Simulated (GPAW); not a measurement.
Wanted: an ASE script for a GPAW 26.7.0 run.

- Task: single point
- Functional: PBE
- Potentials or basis: GPAW PAW data sets (gpaw-data 1.2.1)
- Cutoff: 800 eV
- Basis: pw
- k mesh: 9 × 9 × 5
- Occupations: fermi-dirac, width 0.05 eV
- Spin: no spin polarisation
- Hubbard terms: Cu d U = 3 eV
- Maxiter: 150

Crystal: CuO.

```
Cu O
1.0
     3.28802    0.00000    0.00000
    -1.64401    2.84751    0.00000
     0.00000    0.00000    5.38502
Cu O
2 2
Direct
  0.66667 0.33333 0.00000
  0.33333 0.66667 0.50000
  0.66667 0.33333 0.62520
  0.33333 0.66667 0.12520
```

Measurements of this composition are mostly on another form, of space group No. 15.

These files were run (other wordings do the same):

run.py

```python
from ase import Atoms
from ase.dft.bandgap import bandgap
from ase.io import write
from ase.units import GPa
from gpaw import GPAW, PW

atoms = Atoms(['Cu', 'Cu', 'O', 'O'],
              cell=[[3.2880244267, 0.0, 0.0],
                    [-1.6440122134, 2.8475126818, 0.0],
                    [0.0, 0.0, 5.38502486]],
              scaled_positions=[[0.6666666667, 0.3333333333, 0.0],
                                [0.3333333333, 0.6666666667, 0.5],
                                [0.6666666667, 0.3333333333, 0.6252],
                                [0.3333333333, 0.6666666667, 0.1252]],
              pbc=True)

calc = GPAW(mode=PW(800),
            xc='PBE',
            kpts={'size': (9, 9, 5), 'gamma': True},
            occupations={'name': 'fermi-dirac', 'width': 0.05},
            setups={'Cu': ':d,3.0'},
            nbands=33,
            convergence={'density': 1e-05, 'energy': 1e-05},
            maxiter=150,
            txt='gpaw.txt')
atoms.calc = calc
energy = atoms.get_potential_energy()
forces = atoms.get_forces()
stress = atoms.get_stress()
calc.write('gs.gpw')
write('result.traj', atoms)
print(f'Energy: {energy:.6f} eV')
print('Forces (eV/A):')
print(forces.round(4))
print('Stress (GPa):', (stress / GPa).round(3))
print('Fermi level:', round(calc.get_fermi_level(), 4), 'eV')
print(f'Gap: {bandgap(calc)[0]:.4f} eV, direct: {bandgap(calc, direct=True)[0]:.4f} eV')
```

Potentials or basis: GPAW PAW data sets (gpaw-data 1.2.1), pw.

Command:

```console
$ OMP_NUM_THREADS=1 python run.py
```

It gave:

```json
{
 "Pressure": "-7.8 GPa",
 "Largest force": "0.049 eV/Å",
 "Band gap on the k mesh": "none (metal or under the smearing width)"
}
```

Caveat: with this Cu data set, volumes or pressures lay over 1.5 % or 2 GPa off other programs in two to four cells of ten; the run has no spin polarisation, though such a crystal can be magnetic; U without spin polarisation on a metal has little footing.

Wall time 2.1 min on 1 thread of Intel(R) Xeon(R) Platinum 8259CL CPU @ 2.50GHz (Skylake/Cascade Lake) (shared host), peak memory 0.26 GiB.
